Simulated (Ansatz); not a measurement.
## Compressing SnO₂: a fit and a missing row

SnO₂, P4_2/mnm, a = 4.827 Å, c = 3.238 Å. Ansatz: PBE, PAW, 420 eV, Γ-centred 6×6×8 mesh on 6 atoms, Gaussian smearing 0.02 eV; no spin polarisation. Shape and atoms are relaxed at each volume; pressure is positive in compression.

```
V (Å³/atom) P (GPa)
     11.068    29.97
     11.445    20.33
     11.823    12.27
     12.200        ?
     12.577     0.00
     12.954    -4.56
     13.332    -8.20
     13.835   -11.79
```

**Question.** Take V0 = 12.577 Å³/atom, fit the third-order Birch–Murnaghan form to the other rows, and predict the missing pressure.

**Answer.** With the Eulerian strain f = ½[(V0/V)^(2/3) − 1] and y = P/[3f(1 + 2f)^(5/2)], the form is the line y = B0 + 1.5 B0 (B0′ − 4) f. Rows (f, y): 0.04447, 181.5; 0.03245, 178.5; 0.02104, 175.4; -0.00975, 163.8; -0.01906, 158.0; -0.03079, 149.6. Means f = 0.006393, y = 167.80; Σ(Δf)² = 0.004634, ΣΔfΔy = 1.903; the slope is their ratio. y = 165.2 + 410.5 f GPa, so B0 = 165.2 GPa and B0′ = 4 + 2 × (410.5)/(3 × 165.2) = 5.66. At V = 12.200, f = 0.01025, y = 169.41 and P = 5.48 GPa. The run gave 5.56 GPa, so the fit is 0.08 GPa too low, within the rms miss on the fitted rows (0.17 GPa).